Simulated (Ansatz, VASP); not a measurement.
## HgTe: VASP beside Ansatz

File INCAR:

```
SYSTEM = HgTe
ALGO = Normal
EDIFF = 1E-6
ENCUT = 520
GGA = PS
ISIF = 2
ISMEAR = -1
LASPH = .True.
LCHARG = .False.
LREAL = .False.
LWAVE = .False.
NBANDS = 16
NELM = 100
PREC = Accurate
SIGMA = 0.05
```

Contents of KPOINTS:

```
k-points
0
Gamma
  6 6 6
  0 0 0
```

Contents of POSCAR:

```
HgTe
1.0
   -3.0456030000      3.0456030000      1.5594100000
    3.0456030000     -3.0456030000      1.5594100000
    3.0456030000      3.0456030000     -1.5594100000
Hg Te
1 1
Direct
    0.2500000000      0.7500000000      0.5000000000
    0.0000000000      0.0000000000      0.0000000000
```

Input for Ansatz:

```yaml
crystal:
  lattice:
    - [-3.045603, 3.045603, 1.55941]
    - [3.045603, -3.045603, 1.55941]
    - [3.045603, 3.045603, -1.55941]
  atoms:
    - { symbol: Hg, position: [0.25, 0.75, 0.5] }
    - { symbol: Te, position: [0.0, 0.0, 0.0] }
kpoints:
  mp_grid:
    grid: [6, 6, 6]
hamiltonian:
  xc: pbesol
scf:
  occupations:
    method: fermi_dirac
    width: 0.05
output:
  stress: true
```

Measurements of this composition are mostly on another form, of space group No. 216.

Alike in both runs: task single point; functional PBEsol; k mesh 6 × 6 × 6; occupations fermi-dirac, width 0.05 eV; no spin polarisation.

```csv
,VASP,Ansatz
version,VASP 6.6.1,Ansatz 0.2.0
potentials or method,"VASP PAW PBE potentials, release 64 (Hg, Te)","plane waves, PAW"
plane-wave cutoff (eV),520,420
valence electrons in the cell,18,36
```

```tsv
	VASP	Ansatz	Ansatz less VASP
pressure (GPa)	-3.1	-3.2	-0.10
```

The two sets of potentials don't hold the same shells in valence.

Caveats: the k mesh is coarse (spacing up to 0.38 Å⁻¹), so the values aren't converged; the PAW data sets were made with another functional, which shifts forces and pressure a little (VASP). Spin-orbit coupling is left out, which matters for the levels of Hg, Te.
